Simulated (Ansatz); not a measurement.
# Ta: response to strain

Aim: deform Ta (equal xx and yy strain of -1 %) and compute stress, forces and field gradients with LAPW, PAW and all-electron datasets made for the crystal.

Method: DFT PBEsol, scalar-relativistic, in Ansatz 0.2.0.

**1. Starting point**

It takes space group Im-3m (No. 229, cubic). Conventional cell: a = 3.303 Å, b = 3.303 Å, c = 3.303 Å, α = 90.00°, β = 90.00°, γ = 90.00°. Ta (site symmetry m-3m) has 8 Ta at 2.86 Å as nearest neighbours.

Structure file:

```xyz
1
Lattice="-1.6513 1.6513 1.6513 1.6513 -1.6513 1.6513 1.6513 1.6513 -1.6513" Properties=species:S:1:pos:R:3 pbc="T T T"
Ta    0.0000    0.0000    0.0000
```

**2. The deformed structure**

Space group Im-3m before, I4/mmm after.

**3. Full-potential LAPW**

Input file input.yaml:

```yaml
crystal:
  lattice:
    - [-1.6347672, 1.6347672, 1.65128]
    - [1.6347672, -1.6347672, 1.65128]
    - [1.6347672, 1.6347672, -1.65128]
  atoms:
    - { symbol: Ta, position: [0.0, 0.0, 0.0] }
kpoints:
  mp_grid: { grid: [15, 15, 15] }
  band_path:
    path:
      - [0.0, 0.0, 0.0]
      - [0.0, 0.0, 0.5]
      - [0.25, 0.25, 0.25]
      - [0.0, 0.5, 0.0]
      - [0.0, 0.0, 0.0]
      - [0.5, 0.5, -0.5]
      - [0.495025, 0.504975, -0.495025]
      - [-0.495025, 0.495025, 0.495025]
      - [0.0, 0.0, 0.0]
    npoints: 5
scf:
  occupations: { method: fermi_dirac, width: 0.05 }
hamiltonian:
  xc: pbesol
  pseudopotentials: { kind: all_electron, lapw: { basis_error: 0.00025 } }
output:
  forces: true
  stress: true
  eigenvalues: true
```

The run is started by

```
$ ansatz run input.yaml --threads 1 --pin off --max-ram 3072MiB --backend cpu --events-out ev --progress --plain --runs-dir out
```

**4. PAW with frozen cores**

Input file input.yaml:

```yaml
crystal:
  lattice:
    - [-1.6347672, 1.6347672, 1.65128]
    - [1.6347672, -1.6347672, 1.65128]
    - [1.6347672, 1.6347672, -1.65128]
  atoms:
    - { symbol: Ta, position: [0.0, 0.0, 0.0] }
kpoints:
  mp_grid: { grid: [15, 15, 15] }
scf:
  occupations: { method: fermi_dirac, width: 0.05 }
hamiltonian:
  xc: pbesol
  pseudopotentials: { kind: paw }
output:
  forces: true
  stress: true
  eigenvalues: true
  efg: { contact_densities: true }
  write_density: true
  write_potential: true
  elf: true
  volumetric_format: npy
```

**5. All-electron PAW on datasets made for the crystal**

Edit input.yaml of step 4 so:

```diff
@@ -13,3 +13,3 @@
   xc: pbesol
-  pseudopotentials: { kind: paw }
+  pseudopotentials: { kind: all_electron, datasets: crystal }
 output:
@@ -19,5 +19 @@
   efg: { contact_densities: true }
-  write_density: true
-  write_potential: true
-  elf: true
-  volumetric_format: npy
```

(Steps that only read results are left out.)

Q: Predict the outcome of this session. Wanted: pressure; largest shear or deviatoric stress.

The runs gave:

| quantity | value |
| --- | --- |
| pressure | LAPW -0.16, PAW -0.04, crystal datasets -0.16 GPa |
| largest shear or deviatoric stress (LAPW) | 0.89 GPa |

**Reading.** The largest part of the stress beyond the pressure is 0.89 GPa in size, in the zz component. No run of the undeformed cell stands beside it, so the pressure holds what the given cell had before the change. PAW: stress within 0.12 GPa of LAPW. Crystal datasets: stress within 0.01 GPa of LAPW. Spin-orbit coupling is left out, though the cell holds Ta; in elements this heavy it can shift bands and gaps by tenths of an eV.
